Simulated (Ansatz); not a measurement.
## How settings move the G0W0 gap of KI (zincblende)

KI built on the zincblende prototype, relaxed with r2SCAN; one-shot G0W0 in Ansatz without spin-orbit coupling. Simulation only: spin-unpolarised, and no claim that this is the phase found in nature.

```cif
data_structure
_symmetry_space_group_name_H-M 'F-43m'
_symmetry_Int_Tables_number 216
_cell_length_a 7.9318
_cell_length_b 7.9318
_cell_length_c 7.9318
_cell_angle_alpha 90.000
_cell_angle_beta 90.000
_cell_angle_gamma 90.000
_cell_volume 499.01
loop_
_atom_site_label
_atom_site_type_symbol
_atom_site_symmetry_multiplicity
_atom_site_Wyckoff_symbol
_atom_site_fract_x
_atom_site_fract_y
_atom_site_fract_z
_atom_site_occupancy
K1 K 4 a 0.00000 0.00000 0.00000 1
I1 I 4 d 0.25000 0.25000 0.75000 1
```

Gaps are read over the mesh points alone. G0W0 here is at a finite number of bands, screening cutoff and k mesh, not at the basis limit.
```csv
start,potentials,frequency model,mesh,empty bands,screening cutoff (eV),Kohn-Sham gap (eV),G0W0 gap (eV),rough cost
PBE,PAW,contour deformation,4×4×4,469,140,3.93,6.40,7 core-minutes
PBE,PAW,contour deformation,4×4×4,862,210,3.93,6.45,30 core-minutes
HSE06,PAW,contour deformation,4×4×4,469,140,4.88,6.86,12 core-minutes
LDA,PAW,contour deformation,4×4×4,469,140,3.65,6.24,6 core-minutes
r2SCAN,PAW,contour deformation,4×4×4,469,140,4.48,6.71,6 core-minutes
PBE,PAW,Godby-Needs pole,4×4×4,469,140,3.93,6.41,7 core-minutes
PBE,PAW,contour deformation,4×4×4,202,80,3.93,6.25,60 core-seconds
PBE,norm-conserving,contour deformation,4×4×4,469,140,3.93,6.28,7 core-minutes
```

G0W0 moves the gap on the mesh from 3.93 eV (PBE) to 6.45 eV (direct at Γ). Renormalisation factors Z lie between 0.80 and 0.87.

Raising bands and cutoff together moves the gap by +0.15 eV (80 to 140 eV), then +0.05 eV (140 to 210 eV); the last step is still large, so the basis limit isn't reached. Starting from HSE06 (4.88 eV against PBE's 3.93 eV) gives 6.86 eV, +0.46 eV from G0W0@PBE at the same screening cutoff. Starting from LDA (3.65 eV against PBE's 3.93 eV) gives 6.24 eV, -0.16 eV from G0W0@PBE at the same screening cutoff. Starting from r2SCAN (4.48 eV against PBE's 3.93 eV) gives 6.71 eV, +0.31 eV from G0W0@PBE at the same screening cutoff. The Godby-Needs plasmon pole differs from contour deformation by +0.01 eV. Norm-conserving potentials (wave cutoff 952 eV against 420 eV) shift the quasiparticle gap by -0.12 eV and the PBE gap by 0.00 eV. r2SCAN runs take a wave cutoff of 500 eV.
